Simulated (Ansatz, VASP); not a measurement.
# One calculation of SiGe2, two programs

The input INCAR:

```
PREC = Accurate ; ENCUT = 600
EDIFF = 1E-6 ; ISMEAR = 0
SIGMA = 0.1 ; LREAL = False
LASPH = True ; NELM = 80
ALGO = Normal ; ISIF = 3
LWAVE = False ; LCHARG = False
GGA = PE ; IBRION = 2
NSW = 100 ; EDIFFG = -0.01
```

The input KPOINTS:

```
regular mesh
0
Gamma
  8 8 8
```

The input POSCAR:

```
SiGe2
1.0
    0.0000000000      3.8678450469      3.8678450469
    3.8678450469      0.0000000000      3.8678450469
    3.8678450469      3.8678450469      0.0000000000
Si Ge
2 4
Direct
    0.5000000000      0.5000000000      0.5000000000
    0.7500000000      0.7500000000      0.7500000000
    0.1250000000      0.1250000000      0.1250000000
    0.6250000000      0.1250000000      0.1250000000
    0.1250000000      0.1250000000      0.6250000000
    0.1250000000      0.6250000000      0.1250000000
```

Input for Ansatz:

```yaml
crystal:
  lattice:
    - [0.0, 3.8678450469, 3.8678450469]
    - [3.8678450469, 0.0, 3.8678450469]
    - [3.8678450469, 3.8678450469, 0.0]
  atoms:
    - { symbol: Si, position: [0.5, 0.5, 0.5] }
    - { symbol: Si, position: [0.75, 0.75, 0.75] }
    - { symbol: Ge, position: [0.125, 0.125, 0.125] }
    - { symbol: Ge, position: [0.625, 0.125, 0.125] }
    - { symbol: Ge, position: [0.125, 0.125, 0.625] }
    - { symbol: Ge, position: [0.125, 0.625, 0.125] }
basis:
  ecutwfc: 420
kpoints:
  mp_grid: { grid: [8, 8, 8] }
hamiltonian:
  xc: pbe
scf:
  occupations: { method: gaussian, width: 0.1 }
output:
  forces: true
  stress: true
  eigenvalues: true
relax:
  adjacent_minimum: "off"
  f_tol: 0.01
  max_steps: 80
  cell: { stress_tol: 0.05 }
```

Alike in both runs: task relaxation of cell and atoms; functional PBE; k mesh 8 × 8 × 8; occupations gaussian, width 0.1 eV; no spin polarisation.

|  | VASP | Ansatz |
| --- | --- | --- |
| version | VASP 6.6.1 | Ansatz 0.2.0 |
| potentials or method | VASP PAW PBE potentials, release 64 (Si, Ge_d) | scalar-relativistic, plane waves, PAW |
| plane-wave cutoff (eV) | 600 | 420 |
| valence electrons in the cell | 64 | 64 |

VASP gave:

| Quantity | Value |
| --- | --- |
| gap on the k mesh at the Fermi level, each at its own relaxed structure (eV) | none |
| relaxed volume (Å³/atom) | 19.29 |
| relaxed cell length with the largest relative difference (Å) | 5.470 |

Task: Which values does Ansatz return?

Result: gap on the k mesh at the Fermi level, each at its own relaxed structure (eV): none; relaxed volume (Å³/atom): 19.32; relaxed cell length with the largest relative difference (Å): 5.473.

A gap of «none» marks a metal or a gap that the smearing closes.

Caveats: the relaxation stopped at its first step, so nothing moved.
